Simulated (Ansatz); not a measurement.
CoSi₂: from a guess to a relaxed structure

Computed with Ansatz 0.2.0, DFT PBE, scalar-relativistic, plane waves, PAW. Cutoff 420 eV, Gaussian smearing, Γ-centred meshes. Cell and atoms relax first on a coarse mesh and then on a finer one. In between, the cell is made exact in the group found at 0.06 Å. In metals the finer mesh still leaves noise of several meV/atom or more. The steps can't lower the symmetry of their start. Collinear spin, starting moments Co 3.0 (×2) μB; they died out on the coarse mesh, so the last step has no spin.

The guess for CoSi₂ was made by a generator: random cell by space group and Wyckoff sites (P4mm, No. 99). The dimensions are guesses.

```
CELL_PARAMETERS angstrom
4.79974 0.00000 0.00000
0.00000 4.79974 0.00000
0.00000 0.00000 4.15488
ATOMIC_POSITIONS crystal
Co 0.50000 0.00000 0.61177
Co 0.00000 0.50000 0.61177
Si 0.28249 0.28249 0.30837
Si 0.71751 0.71751 0.30837
Si 0.71751 0.28249 0.30837
Si 0.28249 0.71751 0.30837
```

The zero of energy is the elements' standard structures at the same level; no fitted shifts are applied.

Task: What does it relax into?

Result: The symmetry goes from P4mm (No. 99) to P4/mmm (No. 123), and the primitive cell from 6 to 3 atoms. The volume per atom shrinks by 18.3 %, from 16.0 to 13.0 Å³. The shortest distance goes from 2.09 Å (Si–Si) to 2.33 Å (Co–Si). The energy falls by about 1.1 eV/atom (the start's value is from the coarse mesh). The end is written in a standard setting, so origin, axes and order of atoms can differ from the start's. Conventional cell: a = 3.849 Å, c = 2.640 Å. Around Co lie 8 Si at 2.33 Å and 2 Co at 2.64 Å; Si is surrounded by 4 Co at 2.33 Å and 6 Si at 2.64–2.72 Å.

```cif
data_structure
_symmetry_space_group_name_H-M 'P4/mmm'
_symmetry_Int_Tables_number 123
_cell_length_a 3.8487
_cell_length_b 3.8487
_cell_length_c 2.6403
_cell_angle_alpha 90.000
_cell_angle_beta 90.000
_cell_angle_gamma 90.000
_cell_volume 39.11
loop_
_atom_site_label
_atom_site_type_symbol
_atom_site_symmetry_multiplicity
_atom_site_Wyckoff_symbol
_atom_site_fract_x
_atom_site_fract_y
_atom_site_fract_z
_atom_site_occupancy
Co1 Co 1 c 0.50000 0.50000 0.00000 1
Si1 Si 2 e 0.00000 0.50000 0.50000 1
```

Task: How does it come out in energy, and is it a metal?

Result: The energy over the elements is −0.12 eV/atom and the gap on the 12×12×18 mesh of the 3-atom cell is 0 eV (a metal).

The last run used Gaussian smearing of 0.10 eV. Trial moments died out on the coarse mesh, so the last step has no spin; another magnetic start might hold. A structure relaxed within its symmetry needn't be a true minimum. In all, the 4 runs took 120 s on 1 thread of AMD EPYC 9R45 96-Core Processor (Zen 5), with other jobs on the host. Another cell of CoSi2 relaxed alike, in Fm-3m (a cell as deposited in COD), lies 0.35 eV/atom lower, so this cell isn't the stable form at this level.
